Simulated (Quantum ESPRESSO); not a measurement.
The system is WS2 (Tungstenite).

```xyz
6
Lattice="3.1800 0.0000 0.0000 -1.5900 2.7540 0.0000 0.0000 0.0000 12.5000" Properties=species:S:1:pos:R:3 pbc="T T T"
W     1.5900    0.9180    9.3750
W     0.0000    1.8360    3.1250
S     1.5900    0.9180    4.6875
S     0.0000    1.8360   10.9375
S     1.5900    0.9180    1.5625
S     0.0000    1.8360    7.8125
```

Base run:

```yaml
Program: Quantum ESPRESSO 7.5
Functional: LDA
Potentials_or_basis: PseudoDojo 0.4.1 SR LDA standard
Cutoff: 952 eV
Density_cutoff: 3810 eV
k_mesh: 6 × 6 × 2
Occupations: fermi-dirac, width 0.05 eV
Spin: no spin polarisation
```

Its results: band gap on the k mesh 0.98 eV, indirect (least direct gap 1.71 eV); pressure -5.9 GPa; largest force 0.383 eV/Å.

The run is repeated on the same cell with these changes: k mesh from 6 × 6 × 2 to 4 × 4 × 2. What comes out?

Band gap on the k mesh 1.32 eV, indirect (least direct gap 2.23 eV); pressure -6.3 GPa; largest force 0.440 eV/Å.

Caveats: some runs use coarse meshes; the cell is more than 3 GPa from zero pressure, which shifts response properties; spin-orbit coupling is left out, which moves the levels of the heavy elements; on a mesh that holds Γ this program's dielectric tensor can be off by some percent beyond the error of the mesh (some runs).

A k mesh can miss the band edges.
